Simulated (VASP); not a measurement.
# Zn7O8 (a cell with a defect) in VASP: further runs

One crystal, Zn7O8 (a cell with a defect), is run at these levels: PBE; tasks: single point.

Program: VASP 6.6.1. These are calculated values, not measurements. Logs are shortened: lines on timing, memory, paths and dates and some standing lists are left out, and cuts for length are marked.

### Step 1. The structure

The cell holds a defect, 15 atoms: a = 6.706 Å, b = 6.706 Å, c = 5.229 Å, α = 90.00°, β = 90.00°, γ = 60.00°.

### Step 2. Single point, PBE

INCAR reads:

```
SYSTEM = Zn7O8
PREC = Accurate ; ENCUT = 520
EDIFF = 1E-6 ; ISMEAR = 1
SIGMA = 0.15 ; LREAL = Auto
LASPH = .TRUE. ; NELM = 60
ALGO = Fast ; ISIF = 2
LWAVE = .FALSE. ; LCHARG = .TRUE.
GGA = PE ; LELF = .TRUE.
LVHAR = .TRUE. ; NBANDS = 79
```

KPOINTS reads:

```
Automatic mesh
0
G
  3 3 3
  0 0 0
```

POSCAR reads:

```
Zn7O8
1.0
    3.3531180000      5.8077700000      0.0000000000
   -3.3531180000      5.8077700000      0.0000000000
    0.0000000000      0.0000000000      5.2293040000
Zn O
7 8
Direct
    0.1683708547      0.1677502383     -0.0136174910
    0.3292483515      0.3286277351      0.4835002899
    0.1864835009      0.6670075981     -0.0150683533
    0.3144948023      0.8273956307      0.4964310738
    0.6676285589      0.1858632288     -0.0150683533
    0.8280159320      0.3138753619      0.4964310738
    0.7501906010      0.7495705810      0.1753835692
    0.1624057025      0.1617856825      0.3721290634
    0.3358208398      0.3352002234      0.8694724958
    0.1790575519      0.6466068597      0.3616114114
    0.3146253536      0.8512927182      0.8676778019
    0.6472274131      0.1784371707      0.3616114114
    0.8519132085      0.3140052077      0.8676778019
    0.6385445647      0.6379245448      0.4079967430
    0.8514900670      0.8508700471      0.9146966786
```

Potentials or basis: VASP PAW PBE potentials, release 64 (Zn, O).

Started as:

```sh
cat potpaw_PBE.64/Zn/POTCAR potpaw_PBE.64/O/POTCAR > POTCAR
mpirun -np 1 vasp_std > vasp.out
```

OUTCAR:

```text
SYSTEM = Zn7O8
   PREC = Accurate
   ENCUT = 520
   EDIFF = 1E-6
   ISMEAR = 1
   LREAL = Auto
   LASPH = .TRUE.
   NELM = 60
   ISIF = 2
   GGA = PE

 ion  position               nearest neighbor table
   1  0.168  0.168  0.986-  11 1.94  13 1.94   8 2.02   9 2.04
   2  0.329  0.329  0.484-  12 1.95  10 1.95   9 2.02   8 2.02
   3  0.186  0.667  0.985-  11 1.92  10 1.98  15 1.98   9 2.02   7 2.87
   4  0.314  0.827  0.496-  14 1.95  11 1.95  10 1.97   8 2.05
   5  0.668  0.186  0.985-  13 1.92  12 1.98  15 1.98   9 2.02   7 2.87
   6  0.828  0.314  0.496-  14 1.95  13 1.95  12 1.97   8 2.05
   7  0.750  0.750  0.175-  14 1.78  15 1.80   3 2.87   5 2.87
   8  0.162  0.162  0.372-   1 2.02   2 2.02   6 2.05   4 2.05
   9  0.336  0.335  0.869-   2 2.02   3 2.02   5 2.02   1 2.04
  10  0.179  0.647  0.362-   2 1.95   4 1.97   3 1.98
  11  0.315  0.851  0.868-   3 1.92   1 1.94   4 1.95
  12  0.647  0.178  0.362-   2 1.95   6 1.97   5 1.98
  13  0.852  0.314  0.868-   5 1.92   1 1.94   6 1.95
  14  0.639  0.638  0.408-   7 1.78   6 1.95   4 1.95
  15  0.851  0.851  0.915-   7 1.80   5 1.98   3 1.98

  LATTYP: Found a hexagonal cell.
 ALAT       =     6.7062353593
 C/A-ratio  =     0.7797674433

  Lattice vectors:

 A1 = (   3.3531180000,  -5.8077700000,   0.0000000000)
 A2 = (   3.3531180000,   5.8077700000,   0.0000000000)
 A3 = (   0.0000000000,   0.0000000000,   5.2293040000)

Analysis of symmetry for initial positions (statically):
=====================================================================
 Subroutine PRICEL returns:
 Original cell was already a primitive cell.

 Routine SETGRP: Setting up the symmetry group for a
 hexagonal supercell.

 Subroutine GETGRP returns: Found  2 space group operations
 (whereof  1 operations were pure point group operations)
 out of a pool of 24 trial point group operations.

The static configuration has the point symmetry C_1 .
 The point group associated with its full space group is C_1h.

Analysis of symmetry for dynamics (positions and initial velocities):
=====================================================================
 Subroutine PRICEL returns:
 Original cell was already a primitive cell.

 Routine SETGRP: Setting up the symmetry group for a
 hexagonal supercell.

 Subroutine GETGRP returns: Found  2 space group operations
 (whereof  1 operations were pure point group operations)
 out of a pool of 24 trial point group operations.

The dynamic configuration has the point symmetry C_1 .
 The point group associated with its full space group is C_1h.

 Subroutine INISYM returns: Found  2 space group operations
 (whereof  1 operations are pure point group operations),
 and found     1 'primitive' translations

----------------------------------------------------------------------------------------

                                     Primitive cell

  volume of cell :     203.6724

  direct lattice vectors                    reciprocal lattice vectors
     3.353118000  5.807770000  0.000000000     0.149114943  0.086091564  0.000000000
    -3.353118000  5.807770000  0.000000000    -0.149114943  0.086091564  0.000000000
     0.000000000  0.000000000  5.229304000     0.000000000  0.000000000  0.191230037

  length of vectors
     6.706235359  6.706235359  5.229304000     0.172183111  0.172183111  0.191230037

  position of ions in fractional coordinates (direct lattice)
     0.168370855  0.167750238  0.986382509
     0.329248351  0.328627735  0.483500290
     0.186483501  0.667007598  0.984931647
     0.314494802  0.827395631  0.496431074
     0.667628559  0.185863229  0.984931647
     0.828015932  0.313875362  0.496431074
     0.750190601  0.749570581  0.175383569
     0.162405703  0.161785683  0.372129063
     0.335820840  0.335200223  0.869472496
     0.179057552  0.646606860  0.361611411
     0.314625354  0.851292718  0.867677802
     0.647227413  0.178437171  0.361611411
     0.851913209  0.314005208  0.867677802
     0.638544565  0.637924545  0.407996743
     0.851490067  0.850870047  0.914696679

  ion indices of the primitive-cell ions
   primitive index   ion index
                 1           1
                 2           2
                 3           3
                 4           4
                 5           5
                 6           6
                 7           7
                 8           8
                 9           9
                10          10
                11          11
                12          12
                13          13
                14          14
                15          15

----------------------------------------------------------------------------------------

 KPOINTS: Automatic mesh

Automatic generation of k-mesh.
 Grid dimensions read from file:
 generate k-points for:    3    3    3

 Generating k-lattice:

  Cartesian coordinates                     Fractional coordinates (reciprocal lattice)
     0.049704981  0.028697188  0.000000000     0.333333333  0.000000000  0.000000000
    -0.049704981  0.028697188  0.000000000     0.000000000  0.333333333  0.000000000
     0.000000000  0.000000000  0.063743346     0.000000000  0.000000000  0.333333333

  Length of vectors
     0.057394370  0.057394370  0.063743346

  Shift w.r.t. Gamma in fractional coordinates (k-lattice)
     0.000000000  0.000000000  0.000000000

 Subroutine IBZKPT returns following result:
 ===========================================

 Found     10 irreducible k-points:

 Following reciprocal coordinates:
            Coordinates               Weight
  0.000000  0.000000  0.000000      1.000000
  0.333333  0.000000  0.000000      4.000000
  0.333333  0.333333  0.000000      2.000000
 -0.333333  0.333333  0.000000      2.000000
  0.000000  0.000000  0.333333      2.000000
  0.333333  0.000000  0.333333      4.000000
  0.333333  0.333333  0.333333      2.000000
 -0.333333  0.000000  0.333333      4.000000
 -0.333333 -0.333333  0.333333      2.000000
 -0.333333  0.333333  0.333333      4.000000
   k-points           NKPTS =     10   k-points in BZ     NKDIM =     10   number of bands    NBANDS=     79
   number of dos      NEDOS =    301   number of ions     NIONS =     15
   total plane-waves  NPLWV = 100000
   dimension x,y,z NGX =    50 NGY =   50 NGZ =   40
   dimension x,y,z NGXF=   100 NGYF=  100 NGZF=   80
   ions per type =               7   8
   NGX,Y,Z   is equivalent  to a cutoff of  12.39, 12.39, 12.72 a.u.
   NGXF,Y,Z  is equivalent  to a cutoff of  24.79, 24.79, 25.43 a.u.
 SYSTEM =  Zn7O8
   PREC   = accura    normal or accurate (medium, high low for compatibility)
   ISTART =      0    job   : 0-new  1-cont  2-samecut
   ICHARG =      2    charge: 1-file 2-atom 10-const
   ISPIN  =      1    spin polarized calculation?
   LNONCOLLINEAR =      F non collinear calculations
   LSORBIT =      F    spin-orbit coupling
   LASPH  =      T    aspherical Exc in radial PAW
   ENCUT  =  520.0 eV  38.22 Ry    6.18 a.u.  12.47 12.47  9.72*2*pi/ulx,y,z
   NELM   =     60;   NELMIN=  2; NELMDL= -5     # of ELM steps
   EDIFF  = 0.1E-05   stopping-criterion for ELM
   LREAL  =      T    real-space projection
   EDIFFG = 0.1E-04   stopping-criterion for IOM
   NSW    =      0    number of steps for IOM
[... 5 lines left out ...]
   TEBEG  =    0.0;   TEEND  =   0.0 temperature during run
   PSTRESS=    0.0 pullay stress
   NELECT =     132.0000    total number of electrons
   NUPDOWN=      -1.0000    fix difference up-down
   EMIN   =  10.00;   EMAX   =-10.00  energy-range for DOS
   EFERMI =   0.00;   METHOD = LEGACY
   ISMEAR =     1;   SIGMA  =   0.15  broadening in eV -4-tet -1-fermi 0-gaus
   EFERMI_NEDOS =   21; number of points for ismear=-14 and -15
   IALGO  =     68    algorithm
   IMIX   =      4    mixing-type and parameters
     AMIX     =   0.40;   BMIX     =  1.00
     AMIX_MAG =   1.60;   BMIX_MAG =  1.00
  volume/ion in A,a.u.               =      13.58        91.63
  Fermi-wavevector in a.u.,A,eV,Ry     =   1.416735  2.677242 27.308789  2.007139
  Thomas-Fermi vector in A             =   2.538039
   LORBIT       =      0    0 simple, 1 ext, 2 COOP (PROOUT), +10 PAW based schemes
   GGA     = PE    functional components
   LHFCALC =     F    Hartree Fock is set to
   AEXX    =    0.0000 exact exchange contribution
   IVDW    =     0    specifies the selected vdW correction
   LEPSILON=     F    determine dielectric tensor
   LRPA    =     F    only Hartree local field effects (RPA)
 non-spin polarized calculation
 RMM-DIIS sequential band-by-band and
 Methfessel and Paxton  Order N= 1 SIGMA  =   0.15
  energy-cutoff  :      520.00
  volume of cell :      203.67
 maximum number of plane-waves:      5504
 NGX is ok and might be reduce to    50
   NGX = 25   NGY = 25   NGZ = 19

 number of electron     131.9999994 magnetization

 Free energy of the ion-electron system (eV)
  ---------------------------------------------------
  ext. energy  EPLUGINS =         0.00000000
  ---------------------------------------------------
  free energy    TOTEN  =       -63.75218149 eV

  energy without entropy =      -63.72278163  energy(sigma->0) =      -63.74238154

 E-fermi :  -0.3472     XC(G=0): -10.0080

 val. band max:       -0.3473871171   @ k =  -0.3333   0.0000   0.3333
 cond. band min:      -0.3449583916   @ k =  -0.3333   0.3333   0.0000
 fundamental gap:      0.0024287256
 Fermi energy:        -0.3472386822

 k-point     1 :       0.0000    0.0000    0.0000
  band No.  band energies     occupation
      1     -17.7540      2.00000
      2     -17.3388      2.00000
      3     -17.2453      2.00000
      4     -17.0542      2.00000
      5     -16.9359      2.00000
      6     -16.9139      2.00000
[... 70 lines left out ...]
     77       8.4180      0.00000
     78       8.4858      0.00000

 k-point     2 :       0.3333    0.0000    0.0000
  band No.  band energies     occupation
      1     -17.6447      2.00000
      2     -17.4171      2.00000
      3     -17.2554      2.00000
      4     -17.1471      2.00000
      5     -16.9317      2.00000
      6     -16.8704      2.00000
[... 70 lines left out ...]
     77       8.4023      0.00000
     78       8.6631      0.00000
[... 565 lines left out ...]
     77       8.4460      0.00000
     78       8.5817      0.00000

 k-point    10 :      -0.3333    0.3333    0.3333
  band No.  band energies     occupation
      1     -17.4535      2.00000
      2     -17.4092      2.00000
      3     -17.2989      2.00000
      4     -17.1607      2.00000
      5     -16.9714      2.00000
      6     -16.8836      2.00000
[... 70 lines left out ...]
     77       8.3716      0.00000
     78       8.5911      0.00000
 [bands above 78 left out]

------------------------ aborting loop because EDIFF is reached ----------------------------------------

  FORCE on cell =-STRESS in cart. coord.  units (eV):
  Direction    XX          YY          ZZ          XY          YZ          ZX
  --------------------------------------------------------------------------------------
  -------------------------------------------------------------------------------------
  Total       -1.4523469     -1.8098998      2.1723802      0.0000000     -3.4182733      0.0000000
  in kB      -11.4248051    -14.2374754     17.0889069      0.0000000    -26.8896556      0.0000000
  external PRESSURE =      -2.8577912 kB  Pullay stress =       0.0000000 kB

 VOLUME and BASIS-vectors are now :
 -----------------------------------------------------------------------------
  energy-cutoff  :      520.00
  volume of cell :      203.67
      direct lattice vectors                 reciprocal lattice vectors
     3.353118000  5.807770000  0.000000000     0.149114943  0.086091564  0.000000000
    -3.353118000  5.807770000  0.000000000    -0.149114943  0.086091564  0.000000000
     0.000000000  0.000000000  5.229304000     0.000000000  0.000000000  0.191230037

 POSITION                                       TOTAL-FORCE (eV/Angst)
 -----------------------------------------------------------------------------------
      0.00208      1.95211      5.15809         0.000000      0.041447      0.006950
      0.00208      3.82079      2.52837         0.000000     -0.014612      0.016201
     -1.61125      4.95688      5.15051         0.013491     -0.027726     -0.005650
     -1.71982      6.63184      2.59599        -0.032002      0.016393     -0.012500
      1.61542      4.95688      5.15051        -0.013491     -0.027726     -0.005650
      1.72397      6.63184      2.59599         0.032002      0.016393     -0.012500
      0.00208      8.71027      0.91713         0.000000      0.012038      0.011282
      0.00208      1.88283      1.94598         0.000000     -0.027713      0.017554
      0.00208      3.89714      4.54674         0.000000     -0.010173      0.008967
     -1.56775      4.79527      1.89098        -0.045029     -0.039754      0.006967
     -1.79951      6.77138      4.53735         0.043923      0.057222      0.019363
      1.57191      4.79527      1.89098         0.045029     -0.039754      0.006967
      1.80367      6.77139      4.53735        -0.043923      0.057222      0.019363
      0.00208      7.41344      2.13354         0.000000     -0.084613      0.075488
      0.00208      9.88692      4.78323         0.000000      0.071357     -0.152804
 -----------------------------------------------------------------------------------
    total drift:                                0.012143     -0.002872      0.004581

  FREE ENERGIE OF THE ION-ELECTRON SYSTEM (eV)
  ---------------------------------------------------
  free  energy   TOTEN  =       -63.7521814936 eV

  energy  without entropy=      -63.7227816288  energy(sigma->0) =      -63.74238154
```

Wall time 3.1 min (1 thread of Intel Xeon 6975P-C (Granite Rapids), shared host); peak memory 0.35 GiB.

What came out:

| Quantity | Value |
| --- | --- |
| Free energy | -63.7522 eV |
| Pressure | -0.3 GPa |
| Largest force | 0.169 eV/Å |
| Band gap on the k mesh | none (metal or under the smearing width) |

Forces in eV/Å, atoms in the order of the input:
```
Zn   0.000  0.041  0.007
Zn   0.000 -0.015  0.016
Zn   0.013 -0.028 -0.006
Zn  -0.032  0.016 -0.013
Zn  -0.013 -0.028 -0.006
Zn   0.032  0.016 -0.013
Zn   0.000  0.012  0.011
O    0.000 -0.028  0.018
O    0.000 -0.010  0.009
O   -0.045 -0.040  0.007
O    0.044  0.057  0.019
O    0.045 -0.040  0.007
O   -0.044  0.057  0.019
O    0.000 -0.085  0.075
O    0.000  0.071 -0.153
```

Caveat: the k mesh is coarse (spacing up to 0.40 Å⁻¹), so the values aren't converged.

[end of part 1 of 2]
